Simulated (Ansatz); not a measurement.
Runs of Ansatz 0.2.0 on Ba. Symmetry: Fm-3m, No. 225, cubic system. The conventional cell has a = 6.465 Å, b = 6.465 Å, c = 6.465 Å, α = 90.00°, β = 90.00°, γ = 90.00°. This isn't the form of Ba at room conditions, which is bcc.

| task | level | potentials or basis | spin | cell | k mesh | cutoff (eV) | smearing | points for each segment of the path | gap on the mesh (eV) | pressure (GPa) |
| --- | --- | --- | --- | --- | --- | --- | --- | --- | --- | --- |
| atomic charges | r2SCAN+rVV10 | SSSP efficiency PAW | collinear, ferromagnetic start | as given | 7 × 7 × 7 | 408 | tetrahedron | - | 0.09 | -0.2 |
| density of states | RPBE+D4 | PseudoDojo stringent (PBEsol files) | SOC, no magnetisation | as given | 7 × 7 × 7 | 770 | gaussian 0.05 eV | - | none | -0.2 |
| electron localisation function | r2SCAN+rVV10 | SSSP efficiency PAW | off | as given | 7 × 7 × 7 | 408 | tetrahedron | - | 0.09 | -0.2 |
| single point | LDA | SSSP efficiency PAW | off | as given | 7 × 7 × 7 | 408 | gaussian 0.05 eV | - | none | (a) |
| density of states | rPW86-PBE | SPMS NC | off | as given | 7 × 7 × 7 | 299 | cold 0.05 eV | - | none | -0.3 |
| band structure | PBEsol+D4 | SSSP efficiency PAW | off | cell strained at random at fixed volume | 6 × 6 × 6 | 408 | gaussian 0.025 eV | 14 | none | -1.2 |

**Question.** Estimate the missing entries.

**Answer.** (a) -1.5.

Caveats: spin-orbit coupling is left out, which moves the levels of the heavy elements (some runs); odd divisions of the mesh miss points on the zone boundary, where band edges often lie, so the gap on the mesh can be too wide (some runs); with tetrahedron occupations forces and stress needn't match the slope of the energy (some runs); the potentials were made for another functional, which shifts forces and pressure (some runs); pairwise dispersion overbinds metals, which lowers pressure and volume (some runs); the starting moments weren't kept (some runs).

A k mesh can miss the band edges, and rows without SOC leave out spin-orbit coupling on Ba.

A gap of «none» marks a metal or a gap under the smearing width.

Runs at the PBE level aren't shown here.
